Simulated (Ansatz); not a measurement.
In, one cell by several methods

```yaml
crystal:
  lattice:
    - [-1.61524, 1.61524, 2.45735]
    - [1.61524, -1.61524, 2.45735]
    - [1.61524, 1.61524, -2.45735]
  atoms:
    - { symbol: In, position: [0.00000, 0.00000, 0.00000] }
```

The conventional cell has a = 3.230 Å, b = 3.230 Å, c = 4.915 Å, α = 90.00°, β = 90.00°, γ = 90.00°. Around In (atom 1) lie 12 In at 3.23 to 3.36 Å.

The cell is COD entry 9017523, as deposited and not checked against the literature; nothing was relaxed. The listed cell was then made from it by scaling, straining or moving an atom.

No spin–orbit coupling, which matters for the heavy atoms here.

Methods: DFT, PBE, PAW with Ansatz's default frozen-core files, scalar-relativistic (Ansatz 0.2.0); DFT, PBE, all-electron LAPW, scalar-relativistic (Ansatz 0.2.0).

For PAW: a Γ-centred 14×14×14 k mesh, Fermi–Dirac smearing of 0.05 eV, cutoff 420 eV, no spin polarisation. LAPW targets a basis error of 0.5 meV/atom. The Ansatz runs share mesh, smearing and spin set-up. Plane-wave (PAW) pressures include the program's estimate of the Pulay term.

Stress and pressure are positive in compression.

The change that made this cell: volume scaled by 0.98.

```json
{"quantity": "pressure (GPa)", "PAW": "2.90", "LAPW": "2.90"}
{"quantity": "stress xx (GPa)", "PAW": "2.79", "LAPW": "2.79"}
{"quantity": "stress zz (GPa)", "PAW": "3.11", "LAPW": "3.11"}
```

PAW's pressure differs from the LAPW value by about 0.01 GPa or less.
